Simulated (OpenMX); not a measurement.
Crystal: HfO2.

```
Hf O
1.0
     0.00000    2.55750    2.55750
     2.55750    0.00000    2.55750
     2.55750    2.55750    0.00000
Hf O
1 2
Direct
  0.00000 0.00000 0.00000
  0.75000 0.75000 0.75000
  0.25000 0.25000 0.25000
```

Measurements of this composition are mostly on another form, of space group No. 14.

```yaml
Program: OpenMX 3.8.5
Task: single point
Functional: PBE
Potentials_or_basis: OpenMX 2013 PBE set, Hf7.0-s3p2d2f1, O6.0-s2p2d1, grid cutoff 400 Ry
k_mesh: 9 × 9 × 9
Occupations: fermi-dirac, width 0.05 eV
Spin: no spin polarisation
```

On this cell: pressure -6.5 GPa; largest force zero by symmetry; band gap on the k mesh 3.87 eV, indirect (least direct gap 4.01 eV).

The same run follows on a disturbed copy (atoms moved at random, drawn with an rms of 0.05 Å):

```xyz
3
Lattice="0.0000 2.5575 2.5575 2.5575 0.0000 2.5575 2.5575 2.5575 0.0000" Properties=species:S:1:pos:R:3 pbc="T T T"
Hf   -0.0370   -0.0159    0.0251
O     3.8515    3.8457    3.8239
O     1.2535    1.2817    1.2562
```

Q: What changes?

A: The energy moves by +4.8 meV/atom; pressure -6.1 GPa; largest force 0.428 eV/Å; band gap on the k mesh 3.87 eV, indirect (least direct gap 4.00 eV).

Forces on the atoms (eV/Å):
```
Hf   0.123  0.057 -0.144
O   -0.418 -0.078 -0.049
O    0.296  0.021  0.189
```

Caveats: spin-orbit coupling is left out, which moves the levels of the heavy elements; an odd mesh through Γ misses points on the zone boundary, where band edges often lie; the basis of atomic orbitals isn't converged, which shifts pressures, moduli and gaps.
